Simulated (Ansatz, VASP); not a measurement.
## Ti in VASP and in Ansatz

File INCAR:

```
PREC     = Accurate       # precision mode
ENCUT    = 520            # plane-wave cutoff, eV
EDIFF    = 1E-7           # SCF threshold, eV
ISMEAR   = 0              # smearing method
SIGMA    = 0.15           # smearing width, eV
LREAL    = False          # projectors in reciprocal space
LASPH    = True           # aspherical terms in the spheres
NELM     = 60             # most SCF steps
ALGO     = Fast           # electronic algorithm
ISIF     = 2              # what is computed and relaxed
LWAVE    = False          # write WAVECAR
LCHARG   = True           # write CHGCAR
GGA      = PE             # functional
LELF     = True           # ELF
LVHAR    = True         
NBANDS   = 12             # bands
```

The input KPOINTS:

```
regular mesh
0
Gamma
  20 20 20
```

Contents of POSCAR:

```
Ti
1.0
   -1.6410000000      1.6410000000      1.6410000000
    1.6410000000     -1.6410000000      1.6410000000
    1.6410000000      1.6410000000     -1.6410000000
Ti
1
Direct
    0.0000000000      0.0000000000      0.0000000000
```

Input for Ansatz:

```yaml
crystal:
  lattice:
    - [-1.641, 1.641, 1.641]
    - [1.641, -1.641, 1.641]
    - [1.641, 1.641, -1.641]
  atoms:
    - { symbol: Ti, position: [0.0, 0.0, 0.0] }
basis:
  ecutwfc: 420
kpoints:
  mp_grid: { grid: [20, 20, 20] }
hamiltonian:
  xc: pbe
scf:
  occupations: { method: gaussian, width: 0.15 }
output:
  forces: true
  stress: true
  eigenvalues: true
```

This isn't the form of Ti at room conditions, which is hcp.

Alike in both runs: task single point; functional PBE; k mesh 20 × 20 × 20; occupations gaussian, width 0.15 eV; no spin polarisation.

|  | VASP | Ansatz |
| --- | --- | --- |
| version | VASP 6.6.1 | Ansatz 0.2.0 |
| potentials or method | VASP PAW PBE potentials, release 64 (Ti_sv) | scalar-relativistic, plane waves, PAW |
| plane-wave cutoff (eV) | 520 | 420 |
| valence electrons in the cell | 12 | 12 |

VASP gave:

```
gap on the k mesh at the Fermi level (eV) : none
pressure (GPa)                            : -2.6
```

Q: Which values does Ansatz return?

A: gap on the k mesh at the Fermi level (eV): none; pressure (GPa): -2.4.

A gap of «none» marks a metal or a gap that the smearing closes.
